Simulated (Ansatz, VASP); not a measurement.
## PtS2 in VASP and in Ansatz

INCAR

```
SYSTEM = PtS2
ALGO     = Normal         ! electronic algorithm
EDIFF    = 1E-6           ! SCF threshold, eV
ENCUT    = 520            ! plane-wave cutoff, eV
GGA      = CA             ! functional
ISIF     = 2              ! what is computed and relaxed
ISMEAR   = 0              ! smearing method
LASPH    = .True.         ! aspherical terms in the spheres
LCHARG   = .False.        ! write CHGCAR
LREAL    = .False.        ! projectors in reciprocal space
LWAVE    = .False.        ! write WAVECAR
NBANDS   = 18             ! bands
NELM     = 80             ! most SCF steps
PREC     = Accurate       ! precision mode
SIGMA    = 0.01           ! smearing width, eV
```

File KPOINTS:

```
k-points
0
Gamma
  6 6 4
  0 0 0
```

File POSCAR:

```
PtS2
1.0
    3.5526240946      0.0000000000      0.0000000000
   -1.7763120473      3.0766627160      0.0000000000
    0.0000000000      0.0000000000      5.1228306135
Pt S
1 2
Direct
    0.0000000000      0.0000000000      0.0000000000
    0.3333333333      0.6666666667      0.2392542175
    0.6666666667      0.3333333333      0.7607457825
```

Input for Ansatz:

```yaml
crystal:
  lattice:
    - [3.5526240946, 0.0, 0.0]
    - [-1.7763120473, 3.076662716, 0.0]
    - [0.0, 0.0, 5.1228306135]
  atoms:
    - { symbol: Pt, position: [0.0, 0.0, 0.0] }
    - { symbol: S, position: [0.3333333333, 0.6666666667, 0.2392542175] }
    - { symbol: S, position: [0.6666666667, 0.3333333333, 0.7607457825] }
kpoints:
  mp_grid: { grid: [6, 6, 4] }
hamiltonian:
  xc: lda
scf:
  occupations: { method: fixed }
  n_extra_bands: 4
output:
  forces: true
  stress: true
  eigenvalues: true
```

Alike in both runs: task single point; functional LDA; k mesh 6 × 6 × 4; no spin polarisation.

|  | VASP | Ansatz |
| --- | --- | --- |
| version | VASP 6.6.1 | Ansatz 0.2.0 |
| potentials or method | VASP PAW LDA potentials, release 64 (Pt, S) | plane waves |
| plane-wave cutoff (eV) | 520 | 420 |
| occupations | gaussian, width 0.01 eV | fixed |
| valence electrons in the cell | 22 | 30 |

|  | VASP | Ansatz | Ansatz less VASP |
| --- | --- | --- | --- |
| gap on the k mesh at the Fermi level (eV) | 0.74 | 0.73 | -0.005 |
| pressure (GPa) | -4.0 | -4.0 | +0.04 |
| largest component of the traceless stress (GPa) | 0.43 | 0.45 | +0.020 |
| rms of the force components (eV/Å) | 0.159 | 0.160 | +0.0010 |

Atom by atom the forces differ by 0.001 eV/Å (rms over components). The two sets of potentials don't hold the same shells in valence.

Caveats: spin-orbit coupling is left out, which moves the levels of the heavy elements. Expect the measured gap to be larger: semilocal functionals such as LDA lack the derivative discontinuity. A k mesh can miss the band edges.
